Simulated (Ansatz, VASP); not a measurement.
Two plane-wave programs on In

Contents of INCAR:

```
  ALGO = Normal
  EDIFF = 1E-6
  ENCUT = 520
  GGA = PE
  ISIF = 2
  ISMEAR = -1
  LASPH = True
  LCHARG = True
  LELF = True
  LREAL = False
  LVHAR = True
  LWAVE = False
  NBANDS = 12
  NELM = 100
  PREC = Accurate
  SIGMA = 0.05
```

Contents of KPOINTS:

```
k-points
0
Gamma
  9 9 9
```

Contents of POSCAR:

```
In
1.0
   -1.9549999918      1.9549999918      1.9549999918
    1.9549999918     -1.9549999918      1.9549999918
    1.9549999918      1.9549999918     -1.9549999918
In
1
Direct
    0.0000000000      0.0000000000      0.0000000000
```

Input for Ansatz:

```yaml
crystal:
  lattice:
    - [-1.9549999918174499, 1.9549999918174499, 1.9549999918174499]
    - [1.9549999918174499, -1.9549999918174499, 1.9549999918174499]
    - [1.9549999918174499, 1.9549999918174499, -1.9549999918174499]
  atoms:
    - { symbol: In, position: [0.0, 0.0, 0.0] }
basis:
  ecutwfc: 550.0
kpoints:
  mp_grid:
    grid: [9, 9, 9]
hamiltonian:
  xc: pbe
scf:
  convergence:
    dr2_threshold: 1.0e-07
  occupations:
    method: fermi_dirac
    width: 0.05
output:
  stress: true
```

This isn't the form of In at room conditions, which is tetragonal.

Alike in both runs: task single point; functional PBE; k mesh 9 × 9 × 9; occupations fermi-dirac, width 0.05 eV; no spin polarisation.

|  | VASP | Ansatz |
| --- | --- | --- |
| version | VASP 6.6.1 | Ansatz 0.2.0 |
| potentials or method | VASP PAW PBE potentials, release 64 (In_d) | plane waves, PAW |
| plane-wave cutoff (eV) | 520 | 550 |
| valence electrons in the cell | 13 | 13 |

|  | VASP | Ansatz | Ansatz less VASP |
| --- | --- | --- | --- |
| pressure (GPa) | -1.9 | -1.9 | +0.04 |

With one functional, cell and mesh, what is left measures potentials, basis and numerics. Ansatz warned: «stress_scf_threshold_loose».
